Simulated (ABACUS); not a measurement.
The system is NaCl.

```
CELL_PARAMETERS angstrom
0.00000 2.79406 2.79406
2.79406 0.00000 2.79406
2.79406 2.79406 0.00000
ATOMIC_POSITIONS crystal
Cl 0.50000 0.50000 0.50000
Na 0.00000 0.00000 0.00000
```

The cell is a database's computed one.

- Program: ABACUS 3.10.1
- Task: relaxation of cell and atoms
- Functional: rPW86PBE
- Potentials or basis: SPMS ONCV 1.0 PBE
- Cutoff: 1211 eV
- Density cutoff: 4844 eV
- Basis: plane waves
- k mesh: 6 × 6 × 6
- Occupations: fermi-dirac, width 0.05 eV
- Spin: no spin polarisation

At the start: pressure 2.1 GPa; volume 21.81 Å³/atom.

Task: How do energy, volume and symmetry change on relaxing?

Result: Over 4 steps the energy falls by 10.0 meV/atom and the volume is 23.45 Å³/atom (+7.5 %); space group Fm-3m (No. 225, to 0.05 Å).

The path:
| step | energy change (eV) | largest force (eV/Å) | pressure (GPa) | volume (Å³) |
| --- | --- | --- | --- | --- |
| 1 | 0.0000 | 0.0000 | 2.08 | 43.63 |
| 2 | -0.0033 | 0.0000 | 1.88 | 43.89 |
| 3 | -0.0198 | 0.0000 | 0.15 | 46.63 |
| 4 | -0.0200 | 0.0000 | 0.01 | 46.89 |

Final structure:
```yaml
crystal:
  lattice:
    - [0.00000, 2.86213, 2.86213]
    - [2.86213, 0.00000, 2.86213]
    - [2.86213, 2.86213, 0.00000]
  atoms:
    - { symbol: Cl, position: [0.50000, 0.50000, 0.50000] }
    - { symbol: Na, position: [0.00000, 0.00000, 0.00000] }
```

Caveat: the potentials were made for another functional, which shifts forces and pressure.
